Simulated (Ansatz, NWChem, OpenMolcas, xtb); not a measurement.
**Ligand exchange: C3H8 + Si(SH)2 → C3H8S + SiH(SH)**

Species: C3H8 `CCC`, singlet; Si(SH)2, singlet; C3H8S (1-propanethiol) `CCCS`, singlet; SiH(SH), singlet. The partners trade H for SH: C–H and Si–SH bonds give way to C–SH and Si–H.

Shapes, held fixed at every level: PBE0-D4/def2-TZVP. Flexible molecules stand in one conformer, not always the lowest. Programs: Ansatz 0.2.0, NWChem 7.3.0, OpenMolcas 26.06, xtb 6.7.1. A level may come from different programs for different species; with the same settings they agree closely. Electronic energies: no zero-point or thermal term.

```tsv
level	kind	ΔE (kJ/mol)
GFN2-xTB	semi-empirical	+108.1
HF/STO-3G	Hartree–Fock	+138.6
HF/3-21G	Hartree–Fock	+134.6
HF/def2-SVP	Hartree–Fock	+143.7
B3LYP/6-31G* (spherical functions)	global hybrid	+143.9
PBE0/def2-SVP	global hybrid	+148.9
```

PBE0/def2-SVP gives ΔE = +148.9 kJ/mol; the levels span +108.1 to +148.9. The median of the levels is +141.2. No measured value is set beside it here. PBE0/def2-SVP lies outside the range of all other levels here, so it shouldn't be taken on trust. Rows in sets without polarisation functions are far from converged.
